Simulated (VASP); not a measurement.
Input of a VASP 6.6.1 run:

The input INCAR:

```
PREC = Accurate
ENCUT = 520
EDIFF = 1E-6
ISMEAR = 0
SIGMA = 0.1
LREAL = False
LASPH = True
NELM = 100
ALGO = Normal
ISIF = 2
LWAVE = False
LCHARG = True
GGA = PE
IVDW = 12
LELF = True
LVHAR = True
NBANDS = 16
```

Contents of KPOINTS:

```
regular mesh
0
Gamma
  3 3 2
```

Contents of POSCAR:

```
Cs
1.0
    5.7109496783      0.0000000000      0.0000000000
   -2.8554748392      4.9458275012      0.0000000000
    0.0000000000      0.0000000000      9.4990657946
Cs
2
Direct
    0.3333333333      0.6666666667      0.2500000000
    0.6666666667      0.3333333333      0.7500000000
```

Potentials or basis: VASP PAW PBE potentials, release 64 (Cs_sv).

The run is started by

```bash
$ cat potpaw_PBE.64/Cs_sv/POTCAR > POTCAR
$ mpirun -np 1 vasp_std > vasp.out
```

Q: What does it give for the dispersion energy per atom?

A: -0.076 eV.

Q: Predict the pressure.

A: -0.3 GPa.

Q: Predict the band gap on the k mesh.

A: None (metal or under the smearing width).

Stress tensor (GPa, compression positive):
```
-0.27  0.00  0.00
 0.00 -0.27  0.00
 0.00  0.00 -0.40
```

Caveat: the k mesh is coarse (spacing up to 0.42 Å⁻¹), so the values aren't converged; pairwise dispersion overbinds metals, which lowers pressure and volume. The run has no spin-orbit coupling, so splittings on Cs are missing.
